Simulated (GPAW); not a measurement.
# CdBr2 (2H monolayer): sheet polarisability

What do local fields do to the response of CdBr2 (2H monolayer)?

Program: GPAW 26.7.0. Level of theory: LDA and many-body steps on it, plane waves. Results are calculated unless marked as measured.

### 1. The structure

The cell holds 3 atoms: 1 Cd and 2 Br. Its edges and angles: a = 3.761 Å, b = 3.761 Å, c = 14.400 Å, α = 90.0°, β = 90.0°, γ = 120.0°. Vacuum lies along c.

Structure file:

```
Cd Br
1.0
     3.76142    0.00000    0.00000
    -1.88071    3.25748    0.00000
     0.00000    0.00000   14.40000
Cd Br
1 2
Direct
  0.33333 0.66667 0.50000
  0.66667 0.33333 0.61842
  0.66667 0.33333 0.38158
```

The structure was relaxed with LDA. The runs that relaxed it are not among those shown.

### 2. Empty states on the mesh, 12×12×1 mesh, 79 bands

This step: GPAW 26.7.0; DFT, LDA, plane waves, PAW.

The sums over transitions need many empty states on a uniform mesh; this step solves for them.

run.py reads:

```python
import json
import numpy as np
from gpaw.mpi import world
from gpaw import GPAW

calc = GPAW('gs.gpw').fixed_density(kpts={'size': (12, 12, 1), 'gamma': True},
    nbands=92,
    convergence={'bands': 79},
    txt='nscf.txt')
calc.write('full.gpw', mode='all')
res = {}
kpts = calc.get_ibz_k_points()
res['kpts'] = kpts
res['eigenvalues'] = [calc.get_eigenvalues(kpt=k) for k in range(len(kpts))]
res['n_electrons'] = calc.get_number_of_electrons()

if world.rank == 0:
    with open('result.json', 'w') as f:
        json.dump(res, f, default=lambda x: x.tolist())
```

On the command line:

```bash
$ mpirun -n 8 gpaw python run.py
```

Numbers of over 12 decimals in the logs are rounded to 6 here.

Log:

```text
Diagonalizing LCAO Hamiltonian
Converting LCAO to pw mode
convergence criteria:
- Maximum integral of absolute [eigenst]ate change: 4e-08 eV^2 / valence electron
maximum number of iterations: 100

SCF iterations
|iter     |     time |      energy | eigst |  dens |
|iter:   1|  |             | +3.81 |       |
|iter:   2|  |             | +2.50 |       |
|iter:   3|  |             | +1.43 |       |
[...]
|iter:  11|  |             | -6.52 |       |
|iter:  12|  |             | -7.07 |       |
|iter:  13|  |             | -7.56c|       |
SCF steps: 13
  __  _  _
 | _ |_)|_||  |
 |__||  | ||/\| - 26.7.0

Input parameters:
  mode=PW(ecut=450.000000),
  convergence={'bands': 79},
  gpts=array([20, 20, 72]),
  kpts=MonkhorstPack(size=(12, 12, 1), gamma=True),
  maxiter=100,
  nbands=92,
  occupations=Occupations(name='fermi-dirac', width=0.001, fixmagmom=False),
  parallel={},
  xc=XC(name='LDA')
# Writing to full.gpw (mode='all')
  [... matrices ...]

timing:  # [seconds]
  Total: 0.173  # ━━━━━━━━━━━━━━━━━━━━━━━━━━━━━━━━━━━━━━━━━━━━━━━━━━━━━━━━━━━
```

Wall time 36 s (8 MPI ranks of Arm Neoverse V1, shared host); peak memory 1.5 GiB.

This step gave:

| Property | Result |
| --- | --- |
| gap | 2.567 eV |
| k of the valence top | 0, 0, 0 |
| k of the conduction bottom | 0, 0, 0 |
| least direct gap | 2.567 eV |
| k points computed | 19 |
| lowest point of the top converged band, above the valence top | 31.29 eV |

On this mesh the gap is 2.567 eV.

### 3. RPA response

The response function is computed on a frequency grid, with local fields up to the given cutoff.

This step: linear response, RPA, on LDA, plane waves, PAW.

run.py reads:

```python
import json
import numpy as np
from gpaw.mpi import world
from gpaw.response.df import DielectricFunction

df = DielectricFunction('full.gpw',
    ecut=50,
    nbands=79,
    eta=0.2,
    frequencies={'type': 'nonlinear', 'domega0': 0.05, 'omega2': 10.0},
    intraband=False,
    truncation='2D',
    txt='df.txt')
res = {'optical': {}, 'eels': []}
for d in 'x':
    y0, y = df.get_polarizability(direction=d, xc='RPA', filename=None)
    res['optical'][d] = [y0.real, y0.imag, y.real, y.imag]
res['w'] = df.get_frequencies()
for q_c in [[0.0833333333, 0, 0], [0.25, 0, 0], [0.5, 0, 0], [0.75, 0, 0], [1.25, 0, 0]]:
    res['eels'].append(df.get_eels_spectrum(q_c=q_c, xc='RPA', filename=None))

if world.rank == 0:
    with open('result.json', 'w') as f:
        json.dump(res, f, default=lambda x: x.tolist())
```

On the command line:

```bash
$ mpirun -n 8 gpaw python run.py
```

Log:

```text
Using integrator: PointIntegrator
NonLinearFrequencyDescriptor(from 0.000 to 47.004 eV, 320 points)
Nonperiodic BCs:  [False False  True]
Using integrator: PointIntegrator
NonLinearFrequencyDescriptor(from 0.000 to 47.004 eV, 320 points)
Nonperiodic BCs:  [False False  True]

Calculating chi0 body with:
    Ground state adapter containing:
    Number of spins: 1
    Number of kpoints: 144
    Number of irreducible kpoints: 19
    Number of completely occupied states: 13
    Number of partially occupied states: 13
    Occupied states memory: 5.712890625 M / cpu

    Linear response parametrization:
    q_c: [0.0, 0.0, 0.0]
    Number of frequency points: 320
    Planewave cutoff: 50.0
    Number of bands: 79
    Number of planewaves: 149
    Broadening (eta): 0.2
    comm.size: 8
    kncomm.size: 8
    blockcomm.size: 1

    Memory estimate of potentially large arrays:
        chi0_wGG: 108.4033203125 M / cpu
Integrating chi0 body.

Symmetries of q_c:
    Direct symmetries (Uq -> q): 12
    Indirect symmetries (TUq -> q): 12
In total 24 allowed symmetries.

  [... matrices ...]
19 groups of equivalent kpoints. 86.805556% reduction.

Integral kind: spectral function

Calculating chi0 optical extensions with:
    Ground state adapter containing:
    Number of spins: 1
    Number of kpoints: 144
    Number of irreducible kpoints: 19
    Number of completely occupied states: 13
    Number of partially occupied states: 13
    Occupied states memory: 5.712890625 M / cpu

    Linear response parametrization:
    Number of frequency points: 320
    Planewave cutoff: 50.0
    Number of bands: 79
    Number of planewaves: 149
    Broadening (eta): 0.2
Integrating chi0 head and wings.

Symmetries of q_c:
    Direct symmetries (Uq -> q): 12
    Indirect symmetries (TUq -> q): 12
In total 24 allowed symmetries.

  [... matrices ...]
19 groups of equivalent kpoints. 86.805556% reduction.

Integral kind: spectral function wings

Calculating chi0 body with:
    Ground state adapter containing:
    Number of spins: 1
    Number of kpoints: 144
    Number of irreducible kpoints: 19
    Number of completely occupied states: 13
    Number of partially occupied states: 13
    Occupied states memory: 5.712890625 M / cpu

    Linear response parametrization:
    q_c: [0.0833333333, 0.0, 0.0]
    Number of frequency points: 320
    Planewave cutoff: 50.0
    Number of bands: 79
    Number of planewaves: 139
    Broadening (eta): 0.2
    comm.size: 8
    kncomm.size: 8
    blockcomm.size: 1

    Memory estimate of potentially large arrays:
        chi0_wGG: 94.3408203125 M / cpu
Integrating chi0 body.

Symmetries of q_c:
    Direct symmetries (Uq -> q): 4
    Indirect symmetries (TUq -> q): 0
In total 4 allowed symmetries.

  [... matrices ...]
78 groups of equivalent kpoints. 45.833333% reduction.

Integral kind: spectral function

[... 4 further calls ...]
```

It took 38 s on 8 MPI ranks; peak memory 4.3 GiB.

This step gave:

| Item | Value |
| --- | --- |
| static polarisability of the sheet (Å) | 1.789 |
| the same without local fields | 2.107 |

The static value is 1.79.

The Im polarisability of the sheet has structure finer than the step of the table below, so its rows give means over 1 eV, whole bins alone (the curve runs from 0 to 39.8 eV). Peaks (eV: height): xx, no local fields 4.6: 2.15, 6.0: 3.30, 7.6: 4.39; xx, local fields 4.6: 1.84, 6.2: 2.74, 7.8: 3.30.

RPA, broadening 0.2 eV. Table of Im polarisability of the sheet by photon energy; means over each step:

| photon energy (eV) | xx, no local fields (Å) | xx, local fields (Å) |
| --- | --- | --- |
| 1 | 0.0292 | 0.0257 |
| 2 | 0.111 | 0.101 |
| 3 | 0.754 | 0.710 |
| 4 | 1.23 | 1.09 |
| 5 | 1.71 | 1.47 |
| 6 | 2.64 | 2.17 |
| 7 | 3.33 | 2.49 |
| 8 | 3.52 | 2.75 |
| 9 | 2.23 | 1.82 |
| 10 | 1.48 | 1.08 |
| 11 | 1.54 | 1.16 |
| 12 | 1.24 | 1.08 |
| 13 | 0.833 | 0.798 |
| 14 | 0.665 | 0.647 |
| 15 | 0.577 | 0.571 |
| 16 | 0.474 | 0.439 |
| 17 | 0.441 | 0.414 |
| 18 | 0.384 | 0.380 |
| 19 | 0.299 | 0.328 |
| 20 | 0.225 | 0.259 |
| 21 | 0.256 | 0.265 |
| 22 | 0.187 | 0.268 |
| 23 | 0.165 | 0.236 |
| 24 | 0.152 | 0.200 |
| 25 | 0.138 | 0.182 |
| 26 | 0.123 | 0.199 |
| 27 | 0.100 | 0.171 |
| 28 | 0.108 | 0.172 |
| 29 | 0.0884 | 0.165 |
| 30 | 0.0899 | 0.167 |
| 31 | 0.0751 | 0.170 |
| 32 | 0.0718 | 0.170 |
| 33 | 0.0519 | 0.151 |
| 34 | 0.0497 | 0.102 |
| 35 | 0.0494 | 0.0697 |
| 36 | 0.0370 | 0.0487 |
| 37 | 0.0381 | 0.0417 |
| 38 | 0.0370 | 0.0495 |
| 39 | 0.0256 | 0.0612 |

### 4. RPA response, local-field cutoff (12×12×1 mesh, 79 bands, screening to 15 eV, broadening 0.2 eV)

Changes to run.py since step 3:

```diff
@@ -6,3 +6,3 @@
 df = DielectricFunction('full.gpw',
-    ecut=50,
+    ecut=15,
     nbands=79,
@@ -18,3 +18,3 @@
 res['w'] = df.get_frequencies()
-for q_c in [[0.0833333333, 0, 0], [0.25, 0, 0], [0.5, 0, 0], [0.75, 0, 0], [1.25, 0, 0]]:
+for q_c in [[0.5, 0, 0]]:
     res['eels'].append(df.get_eels_spectrum(q_c=q_c, xc='RPA', filename=None))
```

On the command line:

```bash
$ mpirun -n 8 gpaw python run.py
```

Log:

```text
Using integrator: PointIntegrator
NonLinearFrequencyDescriptor(from 0.000 to 47.004 eV, 320 points)
Nonperiodic BCs:  [False False  True]
Using integrator: PointIntegrator
NonLinearFrequencyDescriptor(from 0.000 to 47.004 eV, 320 points)
Nonperiodic BCs:  [False False  True]

Calculating chi0 body with:
    Ground state adapter containing:
    Number of spins: 1
    Number of kpoints: 144
    Number of irreducible kpoints: 19
    Number of completely occupied states: 13
    Number of partially occupied states: 13
    Occupied states memory: 5.712890625 M / cpu

    Linear response parametrization:
    q_c: [0.0, 0.0, 0.0]
    Number of frequency points: 320
    Planewave cutoff: 15.0
    Number of bands: 79
    Number of planewaves: 27
    Broadening (eta): 0.2
    comm.size: 8
    kncomm.size: 8
    blockcomm.size: 1

    Memory estimate of potentially large arrays:
        chi0_wGG: 3.5595703125 M / cpu
Integrating chi0 body.

Symmetries of q_c:
    Direct symmetries (Uq -> q): 12
    Indirect symmetries (TUq -> q): 12
In total 24 allowed symmetries.

  [... matrices ...]
19 groups of equivalent kpoints. 86.805556% reduction.

Integral kind: spectral function

Calculating chi0 optical extensions with:
    Ground state adapter containing:
    Number of spins: 1
    Number of kpoints: 144
    Number of irreducible kpoints: 19
    Number of completely occupied states: 13
    Number of partially occupied states: 13
    Occupied states memory: 5.712890625 M / cpu

    Linear response parametrization:
    Number of frequency points: 320
    Planewave cutoff: 15.0
    Number of bands: 79
    Number of planewaves: 27
    Broadening (eta): 0.2
Integrating chi0 head and wings.

Symmetries of q_c:
    Direct symmetries (Uq -> q): 12
    Indirect symmetries (TUq -> q): 12
In total 24 allowed symmetries.

  [... matrices ...]
19 groups of equivalent kpoints. 86.805556% reduction.

Integral kind: spectral function wings

Calculating chi0 body with:
    Ground state adapter containing:
    Number of spins: 1
    Number of kpoints: 144
    Number of irreducible kpoints: 19
    Number of completely occupied states: 13
    Number of partially occupied states: 13
    Occupied states memory: 5.712890625 M / cpu

    Linear response parametrization:
    q_c: [0.5, 0.0, 0.0]
    Number of frequency points: 320
    Planewave cutoff: 15.0
    Number of bands: 79
    Number of planewaves: 24
    Broadening (eta): 0.2
    comm.size: 8
    kncomm.size: 8
    blockcomm.size: 1

    Memory estimate of potentially large arrays:
        chi0_wGG: 2.8125 M / cpu
Integrating chi0 body.

Symmetries of q_c:
    Direct symmetries (Uq -> q): 4
    Indirect symmetries (TUq -> q): 4
In total 8 allowed symmetries.

  [... matrices ...]
43 groups of equivalent kpoints. 70.138889% reduction.

Integral kind: spectral function
```

It took 9.9 s on 8 MPI ranks; peak memory 2.4 GiB; 77 s of CPU time.

This step gave:

* static polarisability of the sheet (Å): 1.834
* the same without local fields: 2.107

The static value is 1.83.

### 5. RPA response, fewer bands (12×12×1 mesh, 18 bands, screening to 50 eV, broadening 0.2 eV)

Changes to run.py since step 4:

```diff
@@ -6,4 +6,4 @@
 df = DielectricFunction('full.gpw',
-    ecut=15,
-    nbands=79,
+    ecut=50,
+    nbands=18,
     eta=0.2,
@@ -18,3 +18,3 @@
 res['w'] = df.get_frequencies()
-for q_c in [[0.5, 0, 0]]:
+for q_c in []:
     res['eels'].append(df.get_eels_spectrum(q_c=q_c, xc='RPA', filename=None))
```

On the command line:

```bash
$ mpirun -n 8 gpaw python run.py
```

Log:

```text
Using integrator: PointIntegrator
NonLinearFrequencyDescriptor(from 0.000 to 23.860 eV, 241 points)
Nonperiodic BCs:  [False False  True]
Using integrator: PointIntegrator
NonLinearFrequencyDescriptor(from 0.000 to 23.860 eV, 241 points)
Nonperiodic BCs:  [False False  True]

Calculating chi0 body with:
    Ground state adapter containing:
    Number of spins: 1
    Number of kpoints: 144
    Number of irreducible kpoints: 19
    Number of completely occupied states: 13
    Number of partially occupied states: 13
    Occupied states memory: 5.712890625 M / cpu

    Linear response parametrization:
    q_c: [0.0, 0.0, 0.0]
    Number of frequency points: 241
    Planewave cutoff: 50.0
    Number of bands: 18
    Number of planewaves: 149
    Broadening (eta): 0.2
    comm.size: 8
    kncomm.size: 8
    blockcomm.size: 1

    Memory estimate of potentially large arrays:
        chi0_wGG: 81.641251 M / cpu
Integrating chi0 body.

Symmetries of q_c:
    Direct symmetries (Uq -> q): 12
    Indirect symmetries (TUq -> q): 12
In total 24 allowed symmetries.

  [... matrices ...]
19 groups of equivalent kpoints. 86.805556% reduction.

Integral kind: spectral function

Calculating chi0 optical extensions with:
    Ground state adapter containing:
    Number of spins: 1
    Number of kpoints: 144
    Number of irreducible kpoints: 19
    Number of completely occupied states: 13
    Number of partially occupied states: 13
    Occupied states memory: 5.712890625 M / cpu

    Linear response parametrization:
    Number of frequency points: 241
    Planewave cutoff: 50.0
    Number of bands: 18
    Number of planewaves: 149
    Broadening (eta): 0.2
Integrating chi0 head and wings.

Symmetries of q_c:
    Direct symmetries (Uq -> q): 12
    Indirect symmetries (TUq -> q): 12
In total 24 allowed symmetries.

  [... matrices ...]
19 groups of equivalent kpoints. 86.805556% reduction.

Integral kind: spectral function wings
```

Wall time 6 s (8 MPI ranks); peak memory 3.4 GiB.

This step gave:

| Quantity | Value |
| --- | --- |
| static polarisability of the sheet (Å) | 1.561 |
| the same without local fields | 1.705 |

### 6. RPA response, scissors (12×12×1 mesh, 79 bands, screening to 50 eV, broadening 0.2 eV)

Changes to run.py since step 5:

```diff
@@ -7,3 +7,3 @@
     ecut=50,
-    nbands=18,
+    nbands=79,
     eta=0.2,
@@ -12,2 +12,3 @@
     truncation='2D',
+    eshift=1.5,
     txt='df.txt')
```

On the command line:

```bash
$ mpirun -n 8 gpaw python run.py
```

Log:

```text
Using integrator: PointIntegrator
NonLinearFrequencyDescriptor(from 0.000 to 47.004 eV, 320 points)
Nonperiodic BCs:  [False False  True]
Using integrator: PointIntegrator
NonLinearFrequencyDescriptor(from 0.000 to 47.004 eV, 320 points)
Nonperiodic BCs:  [False False  True]

Calculating chi0 body with:
    Ground state adapter containing:
    Number of spins: 1
    Number of kpoints: 144
    Number of irreducible kpoints: 19
    Number of completely occupied states: 13
    Number of partially occupied states: 13
    Occupied states memory: 5.712890625 M / cpu

[...]
Number of spins: 1
    Number of kpoints: 144
    Number of irreducible kpoints: 19
    Number of completely occupied states: 13
    Number of partially occupied states: 13
    Occupied states memory: 5.712890625 M / cpu

    Linear response parametrization:
    Number of frequency points: 320
    Planewave cutoff: 50.0
    Number of bands: 79
    Number of planewaves: 149
    Broadening (eta): 0.2
Integrating chi0 head and wings.

Symmetries of q_c:
    Direct symmetries (Uq -> q): 12
    Indirect symmetries (TUq -> q): 12
In total 24 allowed symmetries.

  [... matrices ...]
19 groups of equivalent kpoints. 86.805556% reduction.

Integral kind: spectral function wings
```

Elapsed: 11 s, on 8 MPI ranks; peak memory 4 GiB.

This step gave:

- static polarisability of the sheet (Å): 1.470
- the same without local fields: 1.718

The static value is 1.47.

### 7. RPA response, q off the mesh (12×12×1 mesh, 79 bands, screening to 30 eV, broadening 0.2 eV)

Changes to run.py since step 6:

```diff
@@ -6,3 +6,3 @@
 df = DielectricFunction('full.gpw',
-    ecut=50,
+    ecut=30,
     nbands=79,
@@ -12,3 +12,2 @@
     truncation='2D',
-    eshift=1.5,
     txt='df.txt')
@@ -19,3 +18,3 @@
 res['w'] = df.get_frequencies()
-for q_c in []:
+for q_c in [[0.137, 0, 0]]:
     res['eels'].append(df.get_eels_spectrum(q_c=q_c, xc='RPA', filename=None))
```

On the command line:

```bash
$ mpirun -n 8 gpaw python run.py
```

Log:

```text
Using integrator: PointIntegrator
NonLinearFrequencyDescriptor(from 0.000 to 47.004 eV, 320 points)
Nonperiodic BCs:  [False False  True]
Using integrator: PointIntegrator
NonLinearFrequencyDescriptor(from 0.000 to 47.004 eV, 320 points)
Nonperiodic BCs:  [False False  True]

Calculating chi0 body with:
    Ground state adapter containing:
    Number of spins: 1
    Number of kpoints: 144
    Number of irreducible kpoints: 19
    Number of completely occupied states: 13
    Number of partially occupied states: 13
    Occupied states memory: 5.712890625 M / cpu

[...]
Number of frequency points: 320
    Planewave cutoff: 30.0
    Number of bands: 79
    Number of planewaves: 69
    Broadening (eta): 0.2
    comm.size: 8
    kncomm.size: 8
    blockcomm.size: 1

    Memory estimate of potentially large arrays:
        chi0_wGG: 23.2470703125 M / cpu
Integrating chi0 body.

Symmetries of q_c:
    Direct symmetries (Uq -> q): 4
    Indirect symmetries (TUq -> q): 0
In total 4 allowed symmetries.

  [... matrices ...]
78 groups of equivalent kpoints. 45.833333% reduction.

Integral kind: spectral function

--- the script ended with ---
ValueError: Requested k-point is not on the grid. Please check that your q-points of interest are commensurate with the k-point grid.
```

The job ended after 19 s (8 MPI ranks; peak memory 2.6 GiB).

The run stopped with an error after 19 s.

The program's words: ValueError: Requested k-point is not on the grid. Please check that your q-points of interest are commensurate with the k-point grid.

The fault put into this input: q off the mesh.

### 8. The runs together

Times are wall times on 8 MPI ranks of Arm Neoverse V1, shared host. The host was busy with other work, so they are no guide to cost.

The polarisability of a sheet is α = (ε − 1) L / 4π, with L the height of the cell, and does not depend on L.

| run | static polarisability (Å) | without local fields | time |
| --- | --- | --- | --- |
| RPA response | 1.79 | 2.11 | 38 s |
| RPA response, local-field cutoff (12×12×1 mesh, 79 bands, screening to 15 eV, broadening 0.2 eV) | 1.83 | 2.11 | 9.9 s |
| RPA response, fewer bands (12×12×1 mesh, 18 bands, screening to 50 eV, broadening 0.2 eV) | 1.56 | 1.71 | 6 s |
| RPA response, scissors (12×12×1 mesh, 79 bands, screening to 50 eV, broadening 0.2 eV) | 1.47 | 1.72 | 11 s |

### 9. Outcome

- RPA response: static polarisability (Å) 1.79
- RPA response, local-field cutoff (12×12×1 mesh, 79 bands, screening to 15 eV, broadening 0.2 eV): static polarisability (Å) 1.83
- RPA response, fewer bands (12×12×1 mesh, 18 bands, screening to 50 eV, broadening 0.2 eV): static polarisability (Å) 1.56
- RPA response, scissors (12×12×1 mesh, 79 bands, screening to 50 eV, broadening 0.2 eV): static polarisability (Å) 1.47

In the optical limit the electronic static polarisability (Å) is 1.79, against 2.11 without local fields. RPA response, local-field cutoff (12×12×1 mesh, 79 bands, screening to 15 eV, broadening 0.2 eV): static polarisability (Å) = 1.83. RPA response, fewer bands (12×12×1 mesh, 18 bands, screening to 50 eV, broadening 0.2 eV): static polarisability (Å) = 1.56. RPA response, scissors (12×12×1 mesh, 79 bands, screening to 50 eV, broadening 0.2 eV): static polarisability (Å) = 1.47. ε(0) converges slowly with a Γ-centred mesh, and this one is not shown settled. Unless a shift is named, the levels are those of the density functional, and only a kernel with a long-range part can bind an exciton.

[Paths, hosts, dates, memory and timing lines, banners, echoed tables and standing remarks are left out of the program output.]

[Logs are printed without paths, hosts, clocks, repeated set-up lines and the standing remarks that a program may print on its own settings, such as how far it seeks lower states.]

[Runs of the session that timed out or met a known fault of the program may be left out.]

[Hosts, paths, dates, database ids (printed as entryN), source tags and the programs' standing remarks are cut or masked in the printed files.]
